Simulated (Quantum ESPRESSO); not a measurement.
Ag:

```
Ag
1.0
     0.00000    2.04275    2.04275
     2.04275    0.00000    2.04275
     2.04275    2.04275    0.00000
Ag
1
Direct
  0.00000 0.00000 0.00000
```

Base run:

- Program: Quantum ESPRESSO 7.5
- Functional: LDA
- Potentials or basis: PseudoDojo 0.4.1 SR LDA standard
- Cutoff: 1170 eV
- Density cutoff: 4680 eV
- k mesh: 11 × 11 × 11
- Occupations: fermi-dirac, width 0.05 eV
- Spin: no spin polarisation

Its results: band gap on the k mesh none (metal or under the smearing width); pressure -7.6 GPa.

Problem. The run is repeated on the same cell with these changes: functional from LDA to PBEsol; potentials or basis from PseudoDojo 0.4.1 SR LDA standard to PseudoDojo 0.4.1 SR PBEsol standard; cutoff from 1170 eV to 1116 eV; density cutoff from 4680 eV to 4463 eV. What comes out?

Solution. Band gap on the k mesh none (metal or under the smearing width); pressure -3.0 GPa.
